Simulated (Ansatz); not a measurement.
Input of an Ansatz 0.2.0 run:

Contents of input.yaml:

```yaml
crystal:
  lattice:
    - [0.0, 2.703, 2.703]
    - [2.703, 0.0, 2.703]
    - [2.703, 2.703, 0.0]
  atoms:
    - { symbol: Ni, position: [0.0, 0.0, 0.0], spin: 1.0 }
    - { symbol: Si, position: [0.75, 0.75, 0.75] }
    - { symbol: Si, position: [0.25, 0.25, 0.25] }
hamiltonian:
  xc: revpbe
  pseudopotentials: { kind: paw }
magnetization:
  spin_polarized: true
kpoints:
  mp_grid: { grid: [9, 9, 9] }
  band_path:
    path:
      - [[0.0, 0.0, 0.0], [0.5, 0.0, 0.5], [0.5, 0.25, 0.75], [0.375, 0.375, 0.75], [0.0, 0.0, 0.0], [0.5, 0.5, 0.5], [0.625, 0.25, 0.625], [0.5, 0.25, 0.75], [0.5, 0.5, 0.5], [0.375, 0.375, 0.75]]
      - [[0.625, 0.25, 0.625], [0.5, 0.0, 0.5]]
    npoints: 14
scf:
  occupations: { method: fermi_dirac, width: 0.05 }
  n_extra_bands: 7
output:
  forces: true
  stress: true
  eigenvalues: true
  fatbands: true
```

Potentials or basis: Ansatz PAW.

Run with:

```console
$ ansatz run input.yaml --threads 2 --pin off --max-ram 5632MiB --backend cpu --events-out ev --progress --plain --runs-dir out
```

Estimate the absolute moment.

0.00 μB per cell.

What does it give for the band gap on the k mesh?

None (metal or under the smearing width).

Predict the net moment.

0.00 μB per cell.

What does it give for the pressure?

5.8 GPa.

Levels at the corners of the path, in eV from the Fermi level:
Spin up:
| point | band 11 | band 12 | band 13 | band 14 | band 15 | band 16 |
| --- | --- | --- | --- | --- | --- | --- |
| Γ | -0.27 | 1.68 | 1.68 | 1.68 | 2.21 | 2.21 |
| X | -3.62 | -3.48 | -3.13 | -0.41 | 1.38 | 7.65 |
| W | -3.62 | -3.20 | -2.46 | 2.19 | 2.19 | 4.63 |
| K | -3.44 | -2.94 | -2.67 | 0.20 | 3.62 | 4.64 |
| Γ | -0.27 | 1.68 | 1.68 | 1.68 | 2.21 | 2.21 |
| L | -3.35 | -1.51 | -1.51 | 1.78 | 1.78 | 1.78 |
| U | -3.44 | -2.94 | -2.67 | 0.20 | 3.62 | 4.64 |
| W | -3.62 | -3.20 | -2.46 | 2.19 | 2.19 | 4.63 |
| L | -3.35 | -1.51 | -1.51 | 1.78 | 1.78 | 1.78 |
| K | -3.44 | -2.94 | -2.67 | 0.20 | 3.62 | 4.64 |
| U | -3.44 | -2.94 | -2.67 | 0.20 | 3.62 | 4.64 |
| X | -3.62 | -3.48 | -3.13 | -0.41 | 1.38 | 7.65 |
Spin down:
| point | band 11 | band 12 | band 13 | band 14 | band 15 | band 16 |
| --- | --- | --- | --- | --- | --- | --- |
| Γ | -0.27 | 1.68 | 1.68 | 1.68 | 2.21 | 2.21 |
| X | -3.62 | -3.48 | -3.13 | -0.41 | 1.38 | 7.65 |
| W | -3.62 | -3.20 | -2.46 | 2.19 | 2.19 | 4.63 |
| K | -3.44 | -2.94 | -2.67 | 0.20 | 3.62 | 4.64 |
| Γ | -0.27 | 1.68 | 1.68 | 1.68 | 2.21 | 2.21 |
| L | -3.35 | -1.51 | -1.51 | 1.78 | 1.78 | 1.78 |
| U | -3.44 | -2.94 | -2.67 | 0.20 | 3.62 | 4.64 |
| W | -3.62 | -3.20 | -2.46 | 2.19 | 2.19 | 4.63 |
| L | -3.35 | -1.51 | -1.51 | 1.78 | 1.78 | 1.78 |
| K | -3.44 | -2.94 | -2.67 | 0.20 | 3.62 | 4.64 |
| U | -3.44 | -2.94 | -2.67 | 0.20 | 3.62 | 4.64 |
| X | -3.62 | -3.48 | -3.13 | -0.41 | 1.38 | 7.65 |

Caveat: the PAW data sets come from PBE, with cores solved anew for the run's functional, which leaves a small shift of forces and pressure; the starting moments weren't kept.
